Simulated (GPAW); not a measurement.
# How the smearing moves the magnetism of free-standing square Nb monolayer, spacing 3.288 A, part 2 of 2

Aim: see how far moments and order energies of free-standing square Nb monolayer, spacing 3.288 A move with the smearing, and what each rung costs.

GPAW 26.7.0; revPBE; plane waves with GPAW's PAW setups, scalar-relativistic.

So far, largest spin moment in the augmentation sphere (μB): step 2 (rung 1 (width 0.4 eV), start ferro +) 1.03; step 4 (rung 2 (width 0.2 eV), start ferro +) 1.61; step 5 (rung 2 (width 0.2 eV), start antiferro q=(0,1/2,0) +-) 1.82; step 6 (rung 3 (width 0.1 eV), start ferro +) 1.70; step 7 (rung 3 (width 0.1 eV), start antiferro q=(0,1/2,0) +-) 1.85.

### 8. Rung 4 (width 0.05 eV), start ferro +

order1.py reads:

```python
import json
import numpy as np
from ase import Atoms
from ase.parallel import paropen, parprint
from gpaw import GPAW

atoms = Atoms(['Nb'],
    cell=[[3.288, 0.0, 0.0],
         [0.0, 3.288, 0.0],
         [0.0, 0.0, 14.0]],
    scaled_positions=[[0.0, 0.0, 0.5]],
    pbc=True,
    magmoms=[1.0])
atoms.calc = GPAW(mode={'name': 'pw', 'ecut': 550},
    xc='revPBE',
    kpts={'size': (8, 8, 1), 'gamma': True},
    occupations={'name': 'fermi-dirac', 'width': 0.05},
    convergence={'density': 1e-05, 'energy': 1e-05},
    maxiter=200,
    symmetry={'tolerance': 1e-4},
    txt='order1.txt')
e = atoms.get_potential_energy(force_consistent=True)
res = {'free_energy': e, 'energy_sigma0': atoms.get_potential_energy(), 'fermi_energy': atoms.calc.get_fermi_level()}
res['moments'] = atoms.get_magnetic_moments().tolist()
res['total'] = atoms.get_magnetic_moment()
parprint('site moments (muB):', np.round(res['moments'], 3))
parprint(f"total moment: {res['total']:.3f} muB")
parprint(f'free energy: {e:.6f} eV')
atoms.calc.write('order1.gpw')
with paropen('results.json', 'w') as f:
    json.dump(res, f)
```

Command:

```console
> OMP_NUM_THREADS=1 python3 order1.py > order1.log
```

The program printed:

```text
site moments (muB): [1.757]
total moment: 2.928 muB
free energy: -5.847007 eV

--- order1.txt ---
Input parameters:
  mode=PW(ecut=550),
  convergence={'density': 1e-05, 'energy': 1e-05},
  kpts=MonkhorstPack(size=(8, 8, 1), gamma=True),
  maxiter=200,
  occupations=Occupations(name='fermi-dirac', width=0.05),
  symmetry=Symmetry(tolerance=0.0001),
  xc=XC(name='revPBE')

Diagonalizing LCAO Hamiltonian
[...]
|          3 |       -33.878 |     1.000 |       -32.513 |     1.000 |
|          4 |        -5.713 |     1.000 |        -4.666 |     1.000 |
[...]
|          9 |        -1.372 |     0.000 |         0.629 |     0.000 |
|         10 |        -0.204 |     0.000 |         0.890 |     0.000 |
|         11 |         1.564 |     0.000 |         2.003 |     0.000 |
|         12 |         2.554 |     0.000 |         3.120 |     0.000 |

No gap
No difference between direct/indirect transitions


[key lines of the parts left out:]
Free energy:      -5.847007
Converged in 23 steps
dipole moment: (-11.983777, -11.983777, 0.000001)  # |e|*Ang
Fermi level: -2.144
```

Elapsed: 38 s, on 1 MPI rank of Intel Xeon Platinum 8488C (Sapphire Rapids), shared host; peak memory 0.23 GiB.

This step gave:

| Item | Value |
| --- | --- |
| magnetization | 2.928 μB |
| final state | ferromagnetic |
| largest moment | 1.757 μB |

The largest moment moves by +0.06 μB from rung 3, at 1.3 times its CPU time.

### 9. Rung 4 (width 0.05 eV), start antiferro q=(0,1/2,0) +-

order2.py reads:

```python
import json
import numpy as np
from ase import Atoms
from ase.parallel import paropen, parprint
from gpaw import GPAW

atoms = Atoms(['Nb', 'Nb'],
    cell=[[3.288, 0.0, 0.0],
         [0.0, 6.576, 0.0],
         [0.0, 0.0, 14.0]],
    scaled_positions=[[0.0, 0.0, 0.5],
         [0.0, 0.5, 0.5]],
    pbc=True,
    magmoms=[1.0, -1.0])
atoms.calc = GPAW(mode={'name': 'pw', 'ecut': 550},
    xc='revPBE',
    kpts={'size': (8, 4, 1), 'gamma': True},
    occupations={'name': 'fermi-dirac', 'width': 0.05},
    convergence={'density': 1e-05, 'energy': 1e-05},
    maxiter=200,
    symmetry={'tolerance': 1e-4},
    txt='order2.txt')
e = atoms.get_potential_energy(force_consistent=True)
res = {'free_energy': e, 'energy_sigma0': atoms.get_potential_energy(), 'fermi_energy': atoms.calc.get_fermi_level()}
res['moments'] = atoms.get_magnetic_moments().tolist()
res['total'] = atoms.get_magnetic_moment()
parprint('site moments (muB):', np.round(res['moments'], 3))
parprint(f"total moment: {res['total']:.3f} muB")
parprint(f'free energy: {e:.6f} eV')
atoms.calc.write('order2.gpw')
with paropen('results.json', 'w') as f:
    json.dump(res, f)
```

Command:

```console
> OMP_NUM_THREADS=1 python3 order2.py > order2.log
```

The program printed:

```text
site moments (muB): [ 1.846 -1.846]
total moment: -0.000 muB
free energy: -11.829493 eV

--- order2.txt ---
Input parameters:
  mode=PW(ecut=550),
  convergence={'density': 1e-05, 'energy': 1e-05},
  kpts=MonkhorstPack(size=(8, 4, 1), gamma=True),
  maxiter=200,
  occupations=Occupations(name='fermi-dirac', width=0.05),
  symmetry=Symmetry(tolerance=0.0001),
  xc=XC(name='revPBE')

Diagonalizing LCAO Hamiltonian
[...]
|          7 |       -32.257 |     1.000 |       -32.257 |     1.000 |
|          8 |        -5.275 |     1.000 |        -5.275 |     1.000 |
[...]
|         16 |        -0.872 |     0.000 |        -0.872 |     0.000 |
|         17 |        -0.404 |     0.000 |        -0.404 |     0.000 |
|         18 |         0.224 |     0.000 |         0.224 |     0.000 |
|         19 |         0.818 |     0.000 |         0.818 |     0.000 |

No gap
No difference between direct/indirect transitions


[key lines of the parts left out:]
Free energy:     -11.829493
Converged in 18 steps
dipole moment: (-23.954519, -23.954518, 0.000003)  # |e|*Ang
Fermi level: -2.108
```

Run time: 91 s. Hardware: 1 MPI rank; peak memory 0.37 GiB.

Read from the output:

- magnetization: 0 μB
- final state: antiferromagnetic
- largest moment: 1.846 μB

This start lies -67.7 meV a seeded atom from the first, a change of +3.7 meV since rung 3; its largest moment is 1.85 μB.

### 10. Rung 5 (width 0.02 eV), start ferro +

order1.py is the script of step 8 with these lines changed:

```diff
@@ -16,3 +16,3 @@
     kpts={'size': (8, 8, 1), 'gamma': True},
-    occupations={'name': 'fermi-dirac', 'width': 0.05},
+    occupations={'name': 'fermi-dirac', 'width': 0.02},
     convergence={'density': 1e-05, 'energy': 1e-05},
```

Command:

```console
> OMP_NUM_THREADS=1 python3 order1.py > order1.log
```

The program printed:

```text
site moments (muB): [1.79]
total moment: 2.983 muB
free energy: -5.839175 eV

--- order1.txt ---
Input parameters:
  mode=PW(ecut=550),
  convergence={'density': 1e-05, 'energy': 1e-05},
  kpts=MonkhorstPack(size=(8, 8, 1), gamma=True),
  maxiter=200,
  occupations=Occupations(name='fermi-dirac', width=0.02),
  symmetry=Symmetry(tolerance=0.0001),
  xc=XC(name='revPBE')

Diagonalizing LCAO Hamiltonian
[...]
|          3 |       -33.908 |     1.000 |       -32.502 |     1.000 |
|          4 |        -5.746 |     1.000 |        -4.666 |     1.000 |
[...]
|          9 |        -1.399 |     0.000 |         0.639 |     0.000 |
|         10 |        -0.235 |     0.000 |         0.875 |     0.000 |
|         11 |         1.567 |     0.000 |         2.009 |     0.000 |
|         12 |         2.554 |     0.000 |         3.127 |     0.000 |

No gap
No difference between direct/indirect transitions


[key lines of the parts left out:]
Free energy:      -5.839175
Converged in 19 steps
dipole moment: (-11.982417, -11.982417, 0.000001)  # |e|*Ang
Fermi level: -2.163
```

It took 32 s on 1 MPI rank; peak memory 0.23 GiB.

Read from the output:

* magnetization: 2.983 μB
* final state: ferromagnetic
* largest moment: 1.790 μB

The largest moment moves by +0.03 μB from rung 4, at 0.84 times its CPU time.

### 11. Rung 5 (width 0.02 eV), start antiferro q=(0,1/2,0) +-

order2.py is the script of step 9 with these lines changed:

```diff
@@ -17,3 +17,3 @@
     kpts={'size': (8, 4, 1), 'gamma': True},
-    occupations={'name': 'fermi-dirac', 'width': 0.05},
+    occupations={'name': 'fermi-dirac', 'width': 0.02},
     convergence={'density': 1e-05, 'energy': 1e-05},
```

Command:

```console
> OMP_NUM_THREADS=1 python3 order2.py > order2.log
```

The program printed:

```text
site moments (muB): [ 1.844 -1.844]
total moment: 0.000 muB
free energy: -11.811054 eV

--- order2.txt ---
Input parameters:
  mode=PW(ecut=550),
  convergence={'density': 1e-05, 'energy': 1e-05},
  kpts=MonkhorstPack(size=(8, 4, 1), gamma=True),
  maxiter=200,
  occupations=Occupations(name='fermi-dirac', width=0.02),
  symmetry=Symmetry(tolerance=0.0001),
  xc=XC(name='revPBE')

Diagonalizing LCAO Hamiltonian
[...]
|          7 |       -32.255 |     1.000 |       -32.255 |     1.000 |
|          8 |        -5.272 |     1.000 |        -5.272 |     1.000 |
[...]
|         16 |        -0.867 |     0.000 |        -0.867 |     0.000 |
|         17 |        -0.412 |     0.000 |        -0.412 |     0.000 |
|         18 |         0.240 |     0.000 |         0.240 |     0.000 |
|         19 |         0.816 |     0.000 |         0.816 |     0.000 |

No gap
No difference between direct/indirect transitions


[key lines of the parts left out:]
Free energy:     -11.811054
Converged in 18 steps
dipole moment: (-23.954547, -23.954547, 0.000003)  # |e|*Ang
Fermi level: -2.112
```

Elapsed: 85 s, on 1 MPI rank; peak memory 0.38 GiB.

Numbers from this step:

```
magnetization  : 0 μB
final state    : antiferromagnetic
largest moment : 1.844 μB
```

This start lies -66.4 meV a seeded atom from the first, a change of +1.4 meV since rung 4; its largest moment is 1.84 μB.

### 12. The rungs together

Ladder, by row:

```csv
rung,smearing (eV),state from the first start,state from the second start,second less first (meV a seeded atom),"moment, first (μB)","moment, second (μB)",CPU time (s)
1,0.4,ferromagnetic,antiferromagnetic,-55.29,1.034,1.454,126.3
2,0.2,ferromagnetic,antiferromagnetic,-87.98,1.607,1.82,120.4
3,0.1,ferromagnetic,antiferromagnetic,-71.4,1.699,1.851,114.2
4,0.05,ferromagnetic,antiferromagnetic,-67.74,1.757,1.846,129
5,0.02,ferromagnetic,antiferromagnetic,-66.35,1.79,1.844,116.5
```

### 13. Outcome

```
range of the moment in the table, second start            : 1.45 to 1.85 μB
range of CPU time                                         : 1.9 min to 2.1 min
range of the energy difference                            : -88.0 to -55.3 meV a seeded atom
first rung from which all stay within 3.3 meV of the last : 4
```

**Reading.** From rung 4 on the result stays within 1.4 meV of the last rung, inside the margin of 3.3 meV set for it, at 111 % of the last rung's cost. The second start ends lower on every rung of the table; whether functional and cell give the true order is another question. The mesh stays the same, and a narrow smearing needs a finer one, so the last rung is no sure reference.

[Logs and program files are shortened in this print: banners, set-up blocks, solver, clock and traceback lines can be left out without a mark of their own.]

[Logs are printed without paths, hosts, clocks, repeated set-up lines and the standing remarks that a program may print on its own settings, such as how far it seeks lower states.]

[Hosts, paths, dates, database ids (printed as entryN), source tags and the programs' standing remarks are cut or masked in the printed files.]

[Where a cell is said to come from a database of computed structures, the database is the Materials Project.]
